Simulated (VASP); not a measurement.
Crystal: Te.

```xyz
4
Lattice="5.2233 0.0000 0.0000 0.0000 5.2233 0.0000 0.0000 0.0000 5.2233" Properties=species:S:1:pos:R:3 pbc="T T T"
Te    4.5704    0.6529    3.2645
Te    1.9587    1.9587    1.9587
Te    0.6529    3.2645    4.5704
Te    3.2645    4.5704    0.6529
```

The cell was built by a generator and needn't be a form met in nature.

Base run:

```yaml
Program: VASP 6.6.1
Functional: HSE(alpha, omega)
Potentials_or_basis: VASP PAW PBE potentials, release 64 (Te)
Cutoff: 520 eV
k_mesh: 3 × 3 × 3
Occupations: fermi-dirac, width 0.05 eV
Spin: no spin polarisation
```

Its results: band gap on the k mesh 0.30 eV, indirect (least direct gap 0.89 eV); pressure -1.2 GPa.

Question: After a change of settings the same cell gave: band gap on the k mesh 0.38 eV, indirect (least direct gap 0.97 eV); pressure -2.1 GPa. Which change was it?
A. share of exact exchange from 0.15 to 0.4
B. share of exact exchange from 0.15 to 0.05
C. share of exact exchange from 0.15 to 0.25
D. share of exact exchange from 0.15 to 0.1

Answer: C.

Caveats: the PAW data sets were made with another functional, which shifts forces and pressure a little; spin-orbit coupling is left out, which moves the levels of the heavy elements; an odd mesh through Γ misses points on the zone boundary, where band edges often lie.
